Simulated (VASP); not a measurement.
**SiC in VASP: how settings move the LDA single point**

The LDA single point of SiC (CsCl type), strained and with displaced atoms is repeated with altered inputs. Which of them can be trusted? This is a trial cell built on a prototype, not taken from a measured structure, and it needn't be the compound's ground state.

The runs shown are made with VASP 6.6.1. PAW datasets, plane waves. No spin polarisation and no zero-point or thermal motion; the cell was built from a prototype and may be hypothetical.

### Step 1. Starting point

It is triclinic, P1 (No. 1); a = 2.581 Å, b = 2.660 Å, c = 2.702 Å, α = 89.1°, β = 90.0°, γ = 89.7° in the conventional setting, 9.28 Å³ an atom. Si has 8 C at 2.28–2.33 Å and 2 Si at 2.58 Å; C has 8 Si at 2.28–2.33 Å and 2 C at 2.58 Å.

Coordinates:

```xyz
2
Lattice="2.5810 -0.0059 0.0000 -0.0059 2.6602 0.0211 0.0000 0.0211 2.7024" Properties=species:S:1:pos:R:3 pbc="T T T"
Si    2.5701    0.0107    0.0128
C     1.2826    1.3399    1.3658
```

### Step 2. Reference

The input, INCAR:

```
ENCUT = 520.000000
SIGMA = 0.020000
EDIFF = 1.00e-07
GGA = CA
PREC = Accurate
IBRION = -1
ISIF = 2
ISMEAR = -1
NBANDS = 11
NELM = 120
NSW = 0
LASPH = .TRUE.
LCHARG = .FALSE.
LWAVE = .FALSE.
LREAL = .FALSE.
```

The input, KPOINTS:

```
KPOINTS created by Atomic Simulation Environment
0
Gamma
8 8 8
0 0 0
```

The input, POSCAR:

```
Si C
 1.0000000000000000
     2.5810000000000000   -0.0059000000000000   -0.0000000000000000
    -0.0059000000000000    2.6602000000000001    0.0211000000000000
    -0.0000000000000000    0.0211000000000000    2.7023999999999999
 Si  C
   1   1
Cartesian
  2.5701232199999997  0.0107171900000000  0.0128321000000000
  1.2826413800000001  1.3398710200000001  1.3658204799999998
```

Potentials: the recommended LDA PAW datasets, 8 valence electrons.

Started as:

```bash
mpirun -np 1 vasp_std
```

### Step 3. Try 1

The input, INCAR:

```
ENCUT = 520.000000
GGA = CA
PREC = Accurate
IBRION = -1
ISIF = 2
NBANDS = 11
NELM = 120
NSW = 0
LASPH = .TRUE.
LCHARG = .FALSE.
LWAVE = .FALSE.
LREAL = .FALSE.
EDIFF = 0.001
ISMEAR = -5
SIGMA = 0.1
```

KPOINTS is that of step 2.

POSCAR is that of step 2.

### Step 4. Try 2

The input, INCAR:

```
ENCUT = 520.000000
EDIFF = 1.00e-07
GGA = CA
PREC = Accurate
IBRION = -1
ISIF = 2
NBANDS = 11
NSW = 0
LCHARG = .FALSE.
LWAVE = .FALSE.
LREAL = .FALSE.
ISMEAR = -1
SIGMA = 0.3
LASPH = .FALSE.
NELM = 92
```

KPOINTS is that of step 2.

POSCAR is that of step 2.

What does the calculation give? Wanted: for each run, changed; ending; energy change; pressure; electronic steps; usable.

As calculated:

| run | changed | ending | energy change (meV/atom) | pressure (GPa) | gap on the mesh (eV; negative: overlap) | electronic steps | time | usable |
| --- | --- | --- | --- | --- | --- | --- | --- | --- |
| ref. | – | converged | 0 | -8.2 | -4.64 | 12 | 12 s | yes |
| 1 | EDIFF = 0.001, ISMEAR = -5, SIGMA = 0.1 | converged | -1.8 | -8.5 | -4.65 | 9 | 10 s | no |
| 2 | ISMEAR = -1, SIGMA = 0.3, LASPH = .FALSE., NELM = 92 | converged | -2.2 | -7.3 | -4.64 | 12 | 13 s | no |

What this shows: Of 2 altered inputs, 2 ended normally on a faulty or unsound input.
